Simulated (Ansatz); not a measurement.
# Si: the cost of one run

Method: DFT PBE, scalar-relativistic, plane waves, PAW, in Ansatz 0.2.0.

## (1) The system as given

It takes space group I4/mmm (No. 139, tetragonal). Conventional cell: a = 3.254 Å, b = 3.254 Å, c = 2.641 Å, α = 90.00°, β = 90.00°, γ = 90.00°. Around Si (site symmetry 4/mmm) lie 10 Si at 2.64 to 2.65 Å.

As a file:

```
CELL_PARAMETERS angstrom
-1.62691 1.62691 1.32033
1.62691 -1.62691 1.32033
1.62691 1.62691 -1.32033
ATOMIC_POSITIONS crystal
Si 0.00000 0.00000 0.00000
```

The structure comes from the Materials Project (structure only).

## (2) A change within a subgroup

The change: strain xx, yy, zz, yz, xz, xy = +6.1, +6.1, +0.1, +0.0, +0.0, +1.4 %.

The input, input.yaml:

```yaml
crystal:
  lattice:
    - [-1.7034938158, 1.7034938158, 1.3222443283]
    - [1.7034938158, -1.7034938158, 1.3222443283]
    - [1.7502838891, 1.7502838891, -1.3222443283]
  atoms:
    - { symbol: Si, position: [0.0, 0.0, 0.0] }
basis:
  ecutwfc: 420
kpoints:
  mp_grid: { grid: [18, 18, 18] }
hamiltonian:
  xc: pbe
scf:
  occupations: { method: gaussian, width: 0.1 }
output:
  forces: true
  stress: true
  eigenvalues: true
```

What time and memory should one allow on 1 thread of an Arm CPU, shared host?

About 4.8 s, with a peak of 0.37 GiB.
